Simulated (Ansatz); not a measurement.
# Cu (I4/mmm) in Ansatz: settings compared

Aim: see how the results for Cu move with the level of theory and the settings. Levels: PBEsol+D3(BJ)-ATM, PBEsol+D4. Tasks: relaxation of cell and atoms.

Everything below comes from runs of Ansatz 0.2.0. Logs are shortened: lines on timing, memory, paths and dates and some standing lists are left out, and cuts for length are marked.

### 1 Starting point

Symmetry: I4/mmm, No. 139, tetragonal system. The conventional cell has a = 2.886 Å, b = 2.886 Å, c = 2.752 Å, α = 90.00°, β = 90.00°, γ = 90.00°. Cu (site symmetry 4/mmm) has 10 Cu at 2.46 to 2.75 Å as nearest neighbours.

This isn't the form of Cu at room conditions, which is fcc.

### 2 Relaxation of cell and atoms, PBEsol+D3(BJ)-ATM

Contents of input.yaml:

```yaml
crystal:
  lattice:
    - [-1.44279332, 1.44279332, 1.37608145]
    - [1.44279332, -1.44279332, 1.37608145]
    - [1.44279332, 1.44279332, -1.37608145]
  atoms:
    - { symbol: Cu, position: [0.0, 0.0, 0.0] }
hamiltonian:
  xc: pbesol
  pseudopotentials: { kind: paw }
  dispersion: d3bjatm
kpoints:
  mp_grid: { grid: [13, 13, 13] }
scf:
  occupations: { method: fermi_dirac, width: 0.05 }
output:
  forces: true
  stress: true
  eigenvalues: true
relax:
  f_tol: 0.01
  max_steps: 40
  cell: { stress_tol: 0.05 }
```

Potentials or basis: Ansatz PAW.

Run with:

```sh
$ ansatz run input.yaml --threads 2 --pin off --max-ram 5632MiB --backend cpu --events-out ev --progress --plain --runs-dir out
```

What it wrote:

```text
Warning: RAYON_NUM_THREADS=2 ignored (pool sized by the plan → 2); use --threads N
Engine: ansatz 0.2.0, x86_64-unknown-linux-gnu
Pseudopotentials: kind: paw
Pseudopotential: Cu, paw, valence charge 19, recommended cutoff 420 eV (normal), Cu.paw.azcp
Functional definition: PBEsol
  exchange = pbesol_x
  correlation = pbesol_c
Crystal: 1 atoms, lattice volume = 11.458 Å³
Basis set: ecut = 420 eV, 225 PW (Γ), exchange–correlation on 36×36×36 points (8 copies of the dense FFT grid, shifted against one another)
Bands: 14, of which v1, the nominal top of the filled ones, is band 10 counted from 1 (9 counted from 0)
Symmetry: 16 space group operations
Space group: I4/mmm (ITA 139), of the structure as read, at distance tolerance 2.3e-5 Å
k-points: 196 of 2197
Non-local potential: Cu, projectors of the file, l = 0: 3, l = 1: 2, l = 2: 3, l = 3: 1
PAW form: soft (Blöchl's): semilocal exchange-correlation on the pseudo side does not see the compensation charge
PAW frozen core: Cu, regenerated for the run's functional, and the local potential with it (the file was generated under x = pbe(κ = 0.804, μ = 0.2195149727645171), c = pbe(β = 0.06672455060314922))
PAW one-centre angular grid: Cu, 590 points (default); XC on 64 Gauss nodes
Initial density: superposition of atomic densities (neutral atoms: chi_scale 0, normalization atom), corrected by the library's trained network
Initial wavefunctions: pseudopotential atomic-orbital guess
Functional: x = pbesol(κ = 0.804, μ = 0.12345679012345678), c = pbesol(β = 0.046)
SCF iter   1: F=—  HF=-6589.210437 eV  |F-HF|=—  |Δ(HF+E_count)|=         —  Δρ=2.07e-2  dr2=2.52e-2  ethr=1.77e-3  ⟨swp⟩=5.5  Hψ=13864  notcnv=0
preconditioner: auto → none  [metal: Δε(μ)=0.065 eV  Ē_g=17.454 eV  σ=0.050 eV  W_gap=0.29  n_scr=0 (ndim 8)  ℏωp=36.4 eV  f_vac=0.000  D(μ)=0.31/eV (n_scr^D=0)]
SCF iter   2: F=—  HF=-6589.204528 eV  |F-HF|=—  |Δ(HF+E_count)|=   5.91e-3  Δρ=1.01e-3  dr2=4.41e-5  ethr=1.33e-4  ⟨swp⟩=2.9  Hψ=5976  notcnv=0  defer=56
SCF iter   3: F=—  HF=-6589.204522 eV  |F-HF|=—  |Δ(HF+E_count)|=   5.47e-6  Δρ=1.00e-3  dr2=4.31e-5  ethr=2.32e-7  ⟨swp⟩=2.0  Hψ=4562  notcnv=0  defer=56
SCF iter   4: F=—  HF=-6589.204551 eV  |F-HF|=—  |Δ(HF+E_count)|=   2.90e-5  Δρ=7.52e-5  dr2=2.38e-7  ethr=2.27e-7  ⟨swp⟩=1.0  Hψ=2688  notcnv=0  defer=56
iter 5 did not close the SCF: its close was put off for the readings that it lacked (scf_convergence_deferred on its scf_iter line)
SCF iter   5: F=-6589.204551 eV  HF=-6589.204551 eV  |F-HF|=2.56e-10  |Δ(HF+E_count)|=   1.50e-7  Δρ=3.42e-6  dr2=5.59e-10  ethr=1.25e-9  ⟨swp⟩=2.2  Hψ=4143  notcnv=0  defer=56
SCF iter   6: F=-6589.204551 eV  HF=-6589.204551 eV  |F-HF|=1.82e-12  |Δ(HF+E_count)|=  3.80e-10  Δρ=1.34e-7  dr2=5.04e-13  ethr=2.94e-12  ⟨swp⟩=2.1  Hψ=8881  notcnv=0
SCF 1 converged in 6 iterations: F = -6589.204551 eV  dr2 = 5.04e-13
relax step   1: F+E_penalty+E_count = -6589.20455101 eV  Δ(F+E_penalty+E_count) = +0.000e0 eV  max|allowed force component| = 0.000e0 eV/Å  Δτ_max = 0.0000 Å  P = -6.906 GPa  Ω = 11.458 Å³  (6 SCF iters, dr2 threshold 1.00e-7 eV, accepted)
Crystal: 1 atoms, lattice volume = 11.218 Å³
Initial density: handed on by an earlier stage of this run
Initial wavefunctions: those handed on with the density
iter 1 solved again at ethr=2.66e-5 eV; its pass at ethr=3.10e-3 eV (dr2=5.06e-3 eV) is discarded
SCF iter   1: F=—  HF=-6589.213736 eV  |F-HF|=—  |Δ(HF+E_count)|=         —  Δρ=8.36e-3  dr2=5.00e-3  ethr=2.66e-5  ⟨swp⟩=1.1  Hψ=17682  notcnv=0
preconditioner: auto → none  [metal: Δε(μ)=0.066 eV  Ē_g=17.761 eV  σ=0.050 eV  W_gap=0.29  n_scr=0 (ndim 8)  ℏωp=36.8 eV  f_vac=0.000  D(μ)=0.30/eV (n_scr^D=0)]
SCF iter   2: F=—  HF=-6589.212687 eV  |F-HF|=—  |Δ(HF+E_count)|=   1.05e-3  Δρ=6.53e-4  dr2=2.76e-5  ethr=2.63e-5  ⟨swp⟩=2.8  Hψ=4522  notcnv=0
SCF iter   3: F=—  HF=-6589.212644 eV  |F-HF|=—  |Δ(HF+E_count)|=   4.29e-5  Δρ=4.32e-4  dr2=1.73e-5  ethr=1.45e-7  ⟨swp⟩=2.2  Hψ=4410  notcnv=0
SCF iter   4: F=—  HF=-6589.212639 eV  |F-HF|=—  |Δ(HF+E_count)|=   4.93e-6  Δρ=5.52e-5  dr2=7.24e-8  ethr=9.09e-8  ⟨swp⟩=2.3  Hψ=3675  notcnv=0
iter 5 did not close the SCF: its close was put off for the readings that it lacked (scf_convergence_deferred on its scf_iter line)
SCF iter   5: F=-6589.212640 eV  HF=-6589.212640 eV  |F-HF|=4.08e-10  |Δ(HF+E_count)|=   3.21e-7  Δρ=1.70e-6  dr2=1.44e-10  ethr=3.81e-10  ⟨swp⟩=2.0  Hψ=4613  notcnv=0
SCF iter   6: F=-6589.212640 eV  HF=-6589.212640 eV  |F-HF|=1.82e-12  |Δ(HF+E_count)|=  9.00e-11  Δρ=1.81e-7  dr2=2.35e-12  ethr=1.00e-12  ⟨swp⟩=1.2  Hψ=8115  notcnv=0
SCF 2 converged in 6 iterations: F = -6589.212640 eV  dr2 = 2.35e-12
relax step   2: F+E_penalty+E_count = -6589.21263978 eV  Δ(F+E_penalty+E_count) = -8.089e-3 eV  max|allowed force component| = 0.000e0 eV/Å  Δτ_max = 0.0000 Å  P = -3.586 GPa  Ω = 11.218 Å³  energy of the carried Pulay correction = +1.796e-4 eV  (6 SCF iters, dr2 threshold 1.00e-7 eV, accepted)
Crystal: 1 atoms, lattice volume = 10.969 Å³
Basis set: ecut = 420 eV, 209 PW (Γ), exchange–correlation on 36×36×36 points (8 copies of the dense FFT grid, shifted against one another)
iter 1 solved again at ethr=2.88e-5 eV; its pass at ethr=3.10e-3 eV (dr2=5.48e-3 eV) is discarded
SCF iter   1: F=—  HF=-6589.216641 eV  |F-HF|=—  |Δ(HF+E_count)|=         —  Δρ=8.81e-3  dr2=5.42e-3  ethr=2.88e-5  ⟨swp⟩=1.1  Hψ=17881  notcnv=0
preconditioner: auto → none  [metal: Δε(μ)=0.080 eV  Ē_g=18.036 eV  σ=0.050 eV  W_gap=0.36  n_scr=0 (ndim 8)  ℏωp=37.2 eV  f_vac=0.000  D(μ)=0.29/eV (n_scr^D=0)]
SCF iter   2: F=—  HF=-6589.215491 eV  |F-HF|=—  |Δ(HF+E_count)|=   1.15e-3  Δρ=7.04e-4  dr2=2.88e-5  ethr=2.85e-5  ⟨swp⟩=2.7  Hψ=4534  notcnv=0
SCF iter   3: F=—  HF=-6589.215441 eV  |F-HF|=—  |Δ(HF+E_count)|=   5.03e-5  Δρ=4.60e-4  dr2=1.91e-5  ethr=1.51e-7  ⟨swp⟩=2.2  Hψ=4474  notcnv=0
SCF iter   4: F=—  HF=-6589.215436 eV  |F-HF|=—  |Δ(HF+E_count)|=   5.05e-6  Δρ=6.24e-5  dr2=9.21e-8  ethr=1.00e-7  ⟨swp⟩=2.1  Hψ=3656  notcnv=0
[... 5 lines left out ...]
Crystal: 1 atoms, lattice volume = 10.990 Å³
iter 1 solved again at ethr=1.87e-7 eV; its pass at ethr=3.10e-3 eV (dr2=3.56e-5 eV) is discarded
SCF iter   1: F=—  HF=-6589.215464 eV  |F-HF|=—  |Δ(HF+E_count)|=         —  Δρ=7.11e-4  dr2=3.52e-5  ethr=1.87e-7  ⟨swp⟩=2.4  Hψ=17554  notcnv=0
preconditioner: auto → none  [metal: Δε(μ)=0.073 eV  Ē_g=18.068 eV  σ=0.050 eV  W_gap=0.32  n_scr=0 (ndim 8)  ℏωp=37.2 eV  f_vac=0.000  D(μ)=0.29/eV (n_scr^D=0)]
SCF iter   2: F=—  HF=-6589.215457 eV  |F-HF|=—  |Δ(HF+E_count)|=   7.58e-6  Δρ=6.42e-5  dr2=1.91e-7  ethr=1.85e-7  ⟨swp⟩=2.4  Hψ=3838  notcnv=0
SCF iter   3: F=—  HF=-6589.215456 eV  |F-HF|=—  |Δ(HF+E_count)|=   3.29e-7  Δρ=3.98e-5  dr2=1.33e-7  ethr=1.01e-9  ⟨swp⟩=2.1  Hψ=4524  notcnv=0
[... 19 lines left out ...]
SCF 5 converged in 6 iterations: F = -6589.215470 eV  dr2 = 1.06e-15
relax step   5: F+E_penalty+E_count = -6589.21546998 eV  Δ(F+E_penalty+E_count) = -1.365e-5 eV  max|allowed force component| = 0.000e0 eV/Å  Δτ_max = 0.0000 Å  P = -0.068 GPa  Ω = 10.993 Å³  energy of the carried Pulay correction = +3.524e-4 eV  (6 SCF iters, dr2 threshold 6.58e-8 eV, accepted)
Crystal: 1 atoms, lattice volume = 10.988 Å³
iter 1 solved again at ethr=7.57e-8 eV; its pass at ethr=3.10e-3 eV (dr2=1.44e-5 eV) is discarded
SCF iter   1: F=—  HF=-6589.215502 eV  |F-HF|=—  |Δ(HF+E_count)|=         —  Δρ=4.06e-4  dr2=8.14e-6  ethr=7.57e-8  ⟨swp⟩=2.6  Hψ=18562  notcnv=0
preconditioner: auto → none  [metal: Δε(μ)=0.087 eV  Ē_g=18.066 eV  σ=0.050 eV  W_gap=0.39  n_scr=0 (ndim 8)  ℏωp=37.2 eV  f_vac=0.000  D(μ)=0.31/eV (n_scr^D=0)]
SCF iter   2: F=—  HF=-6589.215500 eV  |F-HF|=—  |Δ(HF+E_count)|=   1.94e-6  Δρ=1.39e-4  dr2=6.68e-7  ethr=4.29e-8  ⟨swp⟩=1.8  Hψ=3602  notcnv=0
SCF iter   3: F=—  HF=-6589.215499 eV  |F-HF|=—  |Δ(HF+E_count)|=   1.26e-7  Δρ=4.52e-5  dr2=1.02e-7  ethr=3.52e-9  ⟨swp⟩=2.4  Hψ=3758  notcnv=0
iter 4 did not close the SCF: its close was put off for the readings that it lacked (scf_convergence_deferred on its scf_iter line)
SCF iter   4: F=-6589.215499 eV  HF=-6589.215499 eV  |F-HF|=7.63e-10  |Δ(HF+E_count)|=   3.37e-9  Δρ=5.03e-6  dr2=1.07e-9  ethr=5.38e-10  ⟨swp⟩=2.6  Hψ=3839  notcnv=0
iter 5 did not close the SCF: its close was put off for the readings that it lacked (scf_convergence_deferred on its scf_iter line)
SCF iter   5: F=-6589.215499 eV  HF=-6589.215499 eV  |F-HF|=2.73e-12  |Δ(HF+E_count)|=  9.05e-10  Δρ=2.54e-7  dr2=1.50e-12  ethr=5.65e-12  ⟨swp⟩=2.2  Hψ=3730  notcnv=0
SCF iter   6: F=-6589.215499 eV  HF=-6589.215499 eV  |F-HF|=9.09e-13  |Δ(HF+E_count)|=  3.64e-12  Δρ=2.30e-8  dr2=1.03e-14  ethr=1.00e-12  ⟨swp⟩=1.3  Hψ=6430  notcnv=0
SCF 6 converged in 6 iterations: F = -6589.215499 eV  dr2 = 1.03e-14
relax step   6: F+E_penalty+E_count = -6589.21549945 eV  Δ(F+E_penalty+E_count) = -2.947e-5 eV  max|allowed force component| = 0.000e0 eV/Å  Δτ_max = 0.0000 Å  P = -0.005 GPa  Ω = 10.988 Å³  energy of the carried Pulay correction = +3.573e-4 eV  (6 SCF iters, dr2 threshold 4.09e-8 eV, accepted)
Initial wavefunctions: pseudopotential atomic-orbital guess (no wavefunctions were taken with the density)
iter 1 solved again at ethr=1.06e-9 eV; its pass at ethr=3.10e-3 eV (dr2=2.01e-7 eV) is discarded
SCF iter   1: F=—  HF=-6589.215096 eV  |F-HF|=—  |Δ(HF+E_count)|=         —  Δρ=1.16e-4  dr2=1.95e-7  ethr=1.06e-9  ⟨swp⟩=3.6  Hψ=23032  notcnv=0
preconditioner: auto → none  [metal: Δε(μ)=0.087 eV  Ē_g=18.068 eV  σ=0.050 eV  W_gap=0.38  n_scr=0 (ndim 8)  ℏωp=37.2 eV  f_vac=0.000  D(μ)=0.31/eV (n_scr^D=0)]
SCF iter   2: F=—  HF=-6589.215095 eV  |F-HF|=—  |Δ(HF+E_count)|=   9.32e-8  Δρ=7.03e-5  dr2=2.08e-7  ethr=1.03e-9  ⟨swp⟩=2.0  Hψ=4427  notcnv=0
SCF iter   3: F=—  HF=-6589.215096 eV  |F-HF|=—  |Δ(HF+E_count)|=   5.66e-8  Δρ=2.86e-5  dr2=3.77e-8  ethr=1.03e-9  ⟨swp⟩=2.0  Hψ=3321  notcnv=0
SCF iter   4: F=—  HF=-6589.215096 eV  |F-HF|=—  |Δ(HF+E_count)|=   1.25e-8  Δρ=3.12e-6  dr2=2.05e-10  ethr=1.99e-10  ⟨swp⟩=2.1  Hψ=3781  notcnv=0
iter 5 did not close the SCF: its close was put off for the readings that it lacked (scf_convergence_deferred on its scf_iter line)
SCF iter   5: F=-6589.215096 eV  HF=-6589.215096 eV  |F-HF|=9.09e-13  |Δ(HF+E_count)|=  2.19e-10  Δρ=7.15e-8  dr2=1.56e-13  ethr=1.08e-12  ⟨swp⟩=2.4  Hψ=4572  notcnv=0
SCF iter   6: F=-6589.215096 eV  HF=-6589.215096 eV  |F-HF|=9.09e-13  |Δ(HF+E_count)|=  9.09e-13  Δρ=5.15e-9  dr2=8.45e-16  ethr=1.00e-12  ⟨swp⟩=3.1  Hψ=9941  notcnv=0
SCF 7 converged in 6 iterations: F = -6589.215096 eV  dr2 = 8.45e-16
relax step   7: F+E_penalty+E_count = -6589.21509551 eV  Δ(F+E_penalty+E_count) = +4.039e-4 eV  max|allowed force component| = 0.000e0 eV/Å  Δτ_max = 0.0000 Å  P = +0.024 GPa  Ω = 10.988 Å³  stress off target by 3.94e-2 GPa  SCF on the basis re-selected at this cell (its energy is not comparable with the rows above)  (6 SCF iters)
basis re-selected at this cell: Δ(F+E_penalty+E_count) = +4.039e-4 eV, ΔP = +0.029 GPa vs the last step (what re-selecting the basis moved, of the pressure what is left beyond the Pulay correction that the steps carried, after the strain that the cell walked since its last selection, with what the two solves' SCF thresholds leave and, on support functions, any second-order correction that the steps lacked; it is no measure of the basis error at this ecutwfc). This SCF's stress stands 3.94e-2 GPa from its target on what of the cell is left free (relax.cell.stress_tol is 5.00e-2 GPa) and its largest allowed force component is 0.00e0 eV/Å (relax.f_tol is 1.00e-2 eV/Å): within both
SCF converged after 6 iterations
Free energy (F): -6589.215096 eV
Harris-Foulkes:  -6589.215096 eV  (|F-HF|=9.09e-13)
Internal energy: -6589.212596 eV  (E = F + TS)
E sigma→0 (E₀):  -6589.213846 eV
Entropy (-TS):   -0.002499 eV (-2.499 meV/atom)
Fermi energy:    18.145834 eV
--- Per-component energies (eV) ---
  E_band       = -334.436603
  E_kinetic    = 301.093853
  E_local      = -3915.598330  (includes V_loc(G=0)·N_el)
  E_nonlocal   = 391.059296
  E_hartree    = 1726.714831
  E_xc         = -89.672736
  E_vxc        = -116.251264  (∫ρ·V_xc dr)
  E_paw        = -1625.671860  (= ΣΔE_a)
  E_vpaw       = -448.170106  (= ΣTr[D̂ρ^β])
  E_aug_tail   = 0.000288  (compensation charges beyond the density's cutoff)
  E_ewald      = -3376.862060
  E_disp       = -0.482080  (pairwise vdW)
  E_core_change = 0.206202  (= ΣΔE_core)
  E_smearing   = -0.002499  (= −TS)
  E_closure    = 0.000000  (closes the sum)
  Σ components = -6589.215096   (vs F -6589.215096, Δ=0.00e0)
--- Forces (eV/Å), atoms counted from 1 ---
  atom   1  Cu     0.00000000     0.00000000     0.00000000
  max |Σ_I F_I| component: 1.97e-31 eV/Å
--- Stress (GPa, compression-positive) ---
        0.017014       0.000000       0.000000
        0.000000       0.017014       0.000000
        0.000000       0.000000       0.039423
  P = ⅓ Tr σ = 0.0245 GPa (0.245 kbar)
--- Band table (eV; the first three rows and the last of 196) ---
  k-point 0: bands = ["-94.2387", "-51.6801", "-51.6781", "-51.6781", "8.1843", "14.7724", "14.9388", "14.9388", "15.9340", "16.1093", "43.5867", "43.5867", "44.5551", "47.7163"]
  k-point 1: bands = ["-94.2375", "-51.6867", "-51.6830", "-51.6779", "8.4186", "14.7742", "14.8954", "15.0342", "15.8868", "16.1065", "41.0634", "43.3038", "44.0506", "46.0555"]
  k-point 2: bands = ["-94.2341", "-51.7106", "-51.6909", "-51.6773", "9.1040", "14.7625", "14.7762", "15.3055", "15.7903", "16.1004", "36.9513", "41.8485", "43.1199", "43.6449"]
  k-point 195: bands = ["-94.2008", "-51.7928", "-51.7918", "-51.7829", "13.1502", "13.1967", "16.5867", "16.6161", "16.6258", "25.2041", "26.3444", "27.8163", "32.2829", "33.1268"]
--- Relaxed structure (6 steps of the walk, 6 accepted, 1 SCFs on fresh bases) ---
  F+E_penalty+E_count = -6589.21509551 eV   max|allowed force component| = 0.000e0 eV/Å   (the final SCF, on the basis selected at the relaxed cell)
  cell:  # Å, volume = 10.9877 Å³
    - [-1.4179551615158106, 1.4179551615158106, 1.3662252492130318]
    - [1.4179551615158106, -1.4179551615158106, 1.3662252492130318]
    - [1.4179551615158106, 1.4179551615158106, -1.3662252492130318]
  atoms:
    - { symbol: Cu, position: [0.0, 0.0, 0.0] }
```

Wall time 9.3 s (2 threads of Intel Xeon 6975P-C (Granite Rapids), shared host); peak memory 0.34 GiB.

What came out:

| Quantity | Value |
| --- | --- |
| Free energy | -6589.2151 eV |
| Relaxed volume | 10.99 Å³/atom |
| Relaxed cell | a = 2.426 Å, b = 2.426 Å, c = 2.426 Å, α = 108.48°, β = 108.48°, γ = 111.47° |
| Space group after relaxing (to 0.05 Å) | I4/mmm (No. 139) |
| Energy gained by relaxing | 10.5 meV/atom |
| Ionic steps | 7 |
| Pressure after relaxing | 0.0 GPa |
| Band gap on the k mesh | none (metal or under the smearing width) |

Step by step:
```csv
step,energy change (eV),largest force (eV/Å),volume (Å³)
1,0.0000,0.0000,11.46
2,-0.0081,0.0000,11.22
3,-0.0109,0.0000,10.97
4,-0.0109,0.0000,10.99
5,-0.0109,0.0000,10.99
6,-0.0109,0.0000,10.99
7,-0.0105,0.0000,10.99
```

Final structure:
```xyz
1
Lattice="-1.4180 1.4180 1.3662 1.4180 -1.4180 1.3662 1.4180 1.4180 -1.3662" Properties=species:S:1:pos:R:3 pbc="T T T"
Cu    0.0000    0.0000    0.0000
```

Caveat: the plane-wave basis is chosen anew once the cell has moved, so the energies of steps on either side of that aren't comparable; pairwise dispersion overbinds metals, which lowers pressure and volume; the PAW data sets come from PBE, with cores solved anew for the run's functional, which leaves a small shift of forces and pressure.

### 3 Relaxation of cell and atoms, PBEsol+D4

Changes to input.yaml since step 2:

```diff
@@ -10,3 +10,3 @@
   pseudopotentials: { kind: paw }
-  dispersion: d3bjatm
+  dispersion: d4
 kpoints:
```

Potentials or basis: Ansatz PAW.

Run with:

```sh
$ ansatz run input.yaml --threads 2 --pin off --max-ram 5632MiB --backend cpu --events-out ev --progress --plain --runs-dir out
```

Wall time 8.4 s (2 threads of Intel Xeon 6975P-C (Granite Rapids), shared host); peak memory 0.35 GiB.

The run converged. Its results:

- Free energy: -6589.0793 eV
- Relaxed volume: 11.07 Å³/atom
- Relaxed cell: a = 2.433 Å, b = 2.433 Å, c = 2.433 Å, α = 108.43°, β = 108.43°, γ = 111.57°
- Space group after relaxing (to 0.05 Å): I4/mmm (No. 139)
- Energy gained by relaxing: 6.8 meV/atom
- Ionic steps: 7
- Pressure after relaxing: 0.0 GPa
- Band gap on the k mesh: none (metal or under the smearing width)

The path:
```
step  energy change (eV)  largest force (eV/Å)  volume (Å³)
   1              0.0000                0.0000        11.46
   2             -0.0052                0.0000        11.27
   3             -0.0071                0.0000        11.06
   4             -0.0071                0.0000        11.08
   5             -0.0071                0.0000        11.08
   6             -0.0072                0.0000        11.07
   7             -0.0068                0.0000        11.07
```

Final structure:
```cif
data_structure
_symmetry_space_group_name_H-M 'P 1'
_symmetry_Int_Tables_number 1
_cell_length_a 2.4330
_cell_length_b 2.4330
_cell_length_c 2.4330
_cell_angle_alpha 108.433
_cell_angle_beta 108.433
_cell_angle_gamma 111.567
_cell_volume 11.07
loop_
_atom_site_label
_atom_site_type_symbol
_atom_site_fract_x
_atom_site_fract_y
_atom_site_fract_z
_atom_site_occupancy
Cu1 Cu 0.00000 0.00000 0.00000 1
```

Levels at points of the mesh, in eV from the Fermi level:
| k point | band 6 | band 7 | band 8 | band 9 | band 10 | band 11 | band 12 | band 13 | band 14 |
| --- | --- | --- | --- | --- | --- | --- | --- | --- | --- |
| (0.00, 0.00, 0.00) | -3.35 | -3.18 | -3.18 | -2.20 | -2.02 | 25.34 | 25.34 | 26.36 | 29.43 |

Caveat: the plane-wave basis is chosen anew once the cell has moved, so the energies of steps on either side of that aren't comparable; pairwise dispersion overbinds metals, which lowers pressure and volume; the PAW data sets come from PBE, with cores solved anew for the run's functional, which leaves a small shift of forces and pressure.
